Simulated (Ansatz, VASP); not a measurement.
# MgS in VASP and in Ansatz

```
Mg S
1.0
     0.00000    2.83312    2.83312
     2.83312    0.00000    2.83312
     2.83312    2.83312    0.00000
Mg S
1 1
Direct
  0.02647 0.92058 0.97353
  0.75000 0.75000 0.75000
```

Alike in both runs: task single point; functional PBEsol; k mesh 8 × 8 × 8; occupations gaussian, width 0.05 eV; no spin polarisation.

|  | VASP | Ansatz |
| --- | --- | --- |
| version | VASP 6.6.1 | Ansatz 0.2.0 |
| potentials or method | VASP PAW PBE potentials, release 64 (Mg, S) | scalar-relativistic, plane waves, PAW |
| plane-wave cutoff (eV) | 520 | 420 |
| valence electrons in the cell | 8 | 16 |

VASP gave:

```
gap on the k mesh at the Fermi level (eV)       : 2.87
least direct gap on the mesh (eV)               : 2.87
pressure (GPa)                                  : 2.2
largest component of the traceless stress (GPa) : 7.08
rms of the force components (eV/Å)              : 1.252
```

**Question.** What did Ansatz give for the same quantities?

**Answer.** gap on the k mesh at the Fermi level (eV): 2.87; least direct gap on the mesh (eV): 2.87; pressure (GPa): 2.3; largest component of the traceless stress (GPa): 7.03; rms of the force components (eV/Å): 1.243.

Atom by atom the forces differ by 0.009 eV/Å (rms over components). With one functional, cell and mesh, what is left measures potentials, basis and numerics. The two sets of potentials don't hold the same shells in valence.

Caveats: the PAW data sets were made with another functional, which shifts forces and pressure a little (VASP). A k mesh can miss the band edges.
